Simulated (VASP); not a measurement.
Input of a VASP 6.6.1 run:

The input POSCAR:

```
InP
1.0
    0.0000000000      2.9305000000      2.9305000000
    2.9305000000      0.0000000000      2.9305000000
    2.9305000000      2.9305000000      0.0000000000
In P
1 1
Direct
    0.0000000000      0.0000000000      0.0000000000
    0.7500000000      0.7500000000      0.7500000000
```

INCAR.step1

```
ALGO = Fast ; EDIFF = 1E-8
ENCUT = 450 ; GGA = PE
ISMEAR = 0 ; LASPH = T
LCHARG = F ; LREAL = F
LWAVE = T ; NELM = 80
PREC = Accurate ; SIGMA = 0.01
```

INCAR.step2

```
ALGO = Exact ; EDIFF = 1E-8
ENCUT = 450 ; GGA = PE
ISMEAR = 0 ; ISTART = 1
LASPH = T ; LCHARG = F
LOPTICS = T ; LREAL = F
LWAVE = T ; NBANDS = 123
NELM = 1 ; PREC = Accurate
SIGMA = 0.01
```

File INCAR.step3:

```
ALGO = EVGW0 ; EDIFF = 1E-8
ENCUT = 450 ; ENCUTGW = 100
GGA = PE ; ISMEAR = 0
ISTART = 1 ; LASPH = T
LCHARG = F ; LREAL = F
LWAVE = F ; NBANDS = 123
NBANDSGW = 17 ; NELMGW = 4
NOMEGA = 50 ; PREC = Accurate
PRECFOCK = Fast ; SIGMA = 0.01
```

The input KPOINTS:

```
k-points
0
Gamma
  4 4 4
```

Potentials or basis: VASP PAW PBE potentials, release 64 (In_d_GW, P_GW).

Run with:

```console
$ cat potpaw_PBE.64/In_d_GW/POTCAR potpaw_PBE.64/P_GW/POTCAR > POTCAR
$ cp INCAR.step1 INCAR
$ mpirun -np 1 vasp_std > vasp.out
$ cp INCAR.step2 INCAR
$ mpirun -np 1 vasp_std > vasp.out
$ cp INCAR.step3 INCAR
$ mpirun -np 1 vasp_std > vasp.out
```

Question: What does it give for the quasiparticle gap?

Answer: 1.31 eV.

Question: What does it give for the least direct quasiparticle gap?

Answer: 1.31 eV.

Question: Estimate the band gap on the k mesh, mean-field level.

Answer: 0.70 eV, direct.

Quasiparticle gap after each update of the energies (eV): 1.21, 1.29, 1.30, 1.31

Caveat: the k mesh is coarse (spacing up to 0.46 Å⁻¹), so the values aren't converged; bands, screening cutoff and mesh are small and nothing is extrapolated, so the quasiparticle values aren't converged; spin-orbit coupling is left out, which moves the levels of the heavy elements.
